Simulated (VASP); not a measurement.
Here is a VASP 6.6.1 calculation.

INCAR

```
SYSTEM = Ta
PREC = Accurate
ENCUT = 900
EDIFF = 1E-6
ISMEAR = 0
SIGMA = 0.1
LREAL = .FALSE.
LASPH = .TRUE.
NELM = 80
ALGO = Normal
ISIF = 2
LWAVE = .FALSE.
LCHARG = .FALSE.
GGA = PS
```

File KPOINTS:

```
Automatic mesh
0
G
  18 18 18
  0 0 0
```

Contents of POSCAR:

```
Ta
1.0
    0.0000000000      2.0883400000      2.0883400000
    2.0883400000      0.0000000000      2.0883400000
    2.0883400000      2.0883400000      0.0000000000
Ta
1
Direct
    0.0000000000      0.0000000000      0.0000000000
```

Potentials or basis: VASP PAW PBE potentials, release 64 (Ta_pv).

Run with:

```sh
$ cat potpaw_PBE.64/Ta_pv/POTCAR > POTCAR
$ mpirun -np 1 vasp_std > vasp.out
```

(1) Predict the pressure.

(2) Predict the band gap on the k mesh.

## Answers

(1) 0.0 GPa.

(2) none (metal or under the smearing width).

Caveat: the PAW data sets were made with another functional, which shifts forces and pressure a little.
